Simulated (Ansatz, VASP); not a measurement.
## Cu: VASP beside Ansatz

The input INCAR:

```
SYSTEM = Cu
PREC = Accurate
ENCUT = 520
EDIFF = 1E-6
ISMEAR = -1
SIGMA = 0.1
LREAL = .FALSE.
LASPH = .TRUE.
NELM = 100
ALGO = Normal
ISIF = 2
LWAVE = .FALSE.
LCHARG = .FALSE.
GGA = PS
NBANDS = 12
```

The input KPOINTS:

```
regular mesh
0
G
  17 17 17
  0 0 0
```

File POSCAR:

```
Cu
1.0
   -1.4158377631      1.4158377631      1.4158377631
    1.4158377631     -1.4158377631      1.4158377631
    1.4158377631      1.4158377631     -1.4158377631
Cu
1
Direct
    0.0000000000      0.0000000000      0.0000000000
```

Input for Ansatz:

```yaml
crystal:
  lattice:
    - [-1.4158377631, 1.4158377631, 1.4158377631]
    - [1.4158377631, -1.4158377631, 1.4158377631]
    - [1.4158377631, 1.4158377631, -1.4158377631]
  atoms:
    - { symbol: Cu, position: [0.0, 0.0, 0.0] }
hamiltonian:
  xc: pbesol
  pseudopotentials:
    kind: paw
    azcp:
      Cu: "pseudopotentials/Cu.paw.azcp"
basis:
  ecutwfc: 420
  fft_grid_basis: typed
kpoints:
  mp_grid: { grid: [17, 17, 17], shift: [0, 0, 0] }
magnetization:
  spin_polarized: false
scf:
  occupations: { method: fermi_dirac, width: 0.1 }
  lower_state_search: "off"
output:
  stress: true
```

Alike in both runs: task single point; functional PBEsol; k mesh 17 × 17 × 17; occupations fermi-dirac, width 0.1 eV; no spin polarisation.

|  | VASP | Ansatz |
| --- | --- | --- |
| version | VASP 6.6.1 | Ansatz 0.2.0 |
| potentials or method | VASP PAW PBE potentials, release 64 (Cu) | plane waves (420 eV) with PAW, scalar-relativistic |
| plane-wave cutoff (eV) | 520 | 420 |
| valence electrons in the cell | 11 | 19 |

```tsv
	VASP	Ansatz	Ansatz less VASP
pressure (GPa)	0.8	0.1	-0.73
```

The two sets of potentials don't hold the same shells in valence. Ansatz warned: «pseudo_functional_mismatch».

Caveats: the PAW data sets were made with another functional, which shifts forces and pressure a little (VASP).
